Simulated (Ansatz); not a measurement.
# Si: pressure up to the limit of the methods

Aim: compress Si (omega type) step by step, far beyond the usual range, and follow pressure and electronic structure. Methods of the runs shown: PAW. Its runs: cell relaxed at zero pressure (PAW); volume scaled by 1 (PAW); shape and atoms relaxed at 0.9 of the volume (PAW); volume scaled by 0.9 (PAW); shape and atoms relaxed at 0.8 of the volume (PAW); volume scaled by 0.8 (PAW); shape and atoms relaxed at 0.5 of the volume (PAW); volume scaled by 0.5 (PAW); shape and atoms relaxed at 0.4 of the volume (PAW); volume scaled by 0.4 (PAW and PAW (cutoff 600 eV)).

Computed with Ansatz 0.2.0 (DFT, PBE, PAW with Ansatz's default frozen-core files, scalar-relativistic, unless a step's input says otherwise).

### Step 1. The system as given

Symmetry: P6/mmm, No. 191, hexagonal system. The conventional cell has a = 4.471 Å, b = 4.471 Å, c = 2.772 Å, α = 90.00°, β = 90.00°, γ = 120.00°. Si (site symmetry 6/mmm) is surrounded by 14 Si at 2.77 to 2.93 Å. Si (site symmetry -6m2) is surrounded by 11 Si at 2.58 to 2.93 Å.

As a file:

```cif
data_structure
_symmetry_space_group_name_H-M 'P 1'
_symmetry_Int_Tables_number 1
_cell_length_a 4.4714
_cell_length_b 4.4714
_cell_length_c 2.7722
_cell_angle_alpha 90.000
_cell_angle_beta 90.000
_cell_angle_gamma 120.000
_cell_volume 48.00
loop_
_atom_site_label
_atom_site_type_symbol
_atom_site_fract_x
_atom_site_fract_y
_atom_site_fract_z
_atom_site_occupancy
Si1 Si 0.00000 0.00000 0.00000 1
Si2 Si 0.33333 0.66667 0.50000 1
Si3 Si 0.66667 0.33333 0.50000 1
```

Whether this phase is the stable one at these pressures isn't tested.

Atoms are numbered in the order of the input: Si1, Si2, Si3.

### Step 2. Cell relaxed at zero pressure, PAW

File input.yaml:

```yaml
crystal:
  lattice:
    - [4.4713600139, 0.0, 0.0]
    - [-2.235680007, 3.8723113615, 0.0]
    - [0.0, 0.0, 2.7722432086]
  atoms:
    - { symbol: Si, position: [0.0, 0.0, 0.0] }
    - { symbol: Si, position: [0.3333333333, 0.6666666667, 0.5] }
    - { symbol: Si, position: [0.6666666667, 0.3333333333, 0.5] }
kpoints:
  mp_grid: { grid: [9, 9, 12] }
scf:
  occupations: { method: fermi_dirac, width: 0.1 }
hamiltonian:
  xc: pbe
  pseudopotentials: { kind: paw }
output:
  forces: true
  stress: true
  write_density: true
  write_potential: true
  elf: true
  volumetric_format: npy
relax:
  f_tol: 0.005
  max_steps: 40
  cell: {}
```

Launch:

```bash
$ ansatz run input.yaml --threads 1 --pin off --max-ram 3072MiB --backend cpu --events-out ev --progress --plain --runs-dir out
```

Further steps of the session: Volume scaled by 1, PAW; Shape and atoms relaxed at 0.9 of the volume, PAW; Volume scaled by 0.9, PAW; Shape and atoms relaxed at 0.8 of the volume, PAW; Volume scaled by 0.8, PAW; Shape and atoms relaxed at 0.5 of the volume, PAW; Volume scaled by 0.5, PAW; Shape and atoms relaxed at 0.4 of the volume, PAW; Volume scaled by 0.4, PAW; Volume scaled by 0.4, PAW (cutoff 600 eV).

What does the calculation give? Wanted: PAW pressure at 0.4 of the volume; fitted bulk modulus at zero pressure.

The runs gave:

```
                                         quantity      value
                PAW pressure at 0.4 of the volume  562.6 GPa
PAW (cutoff 600 eV) pressure at 0.4 of the volume  562.5 GPa
       fitted bulk modulus at zero pressure (PAW)     97 GPa
                          its pressure derivative       4.01
```

In words: By PAW the pressure climbs to 563 GPa at 0.4 of the first volume. One third-order Birch-Murnaghan curve follows these points (B₀ = 97 GPa, B′ = 4.01, misfit at most 1.33 GPa). A fit over so wide a range leans to the high pressures, so B₀ can be off by several per cent. No all-electron run checks these rows here, and frozen cores can fail under such compression. The ions are at rest, and the electrons smeared by 0.1 eV.
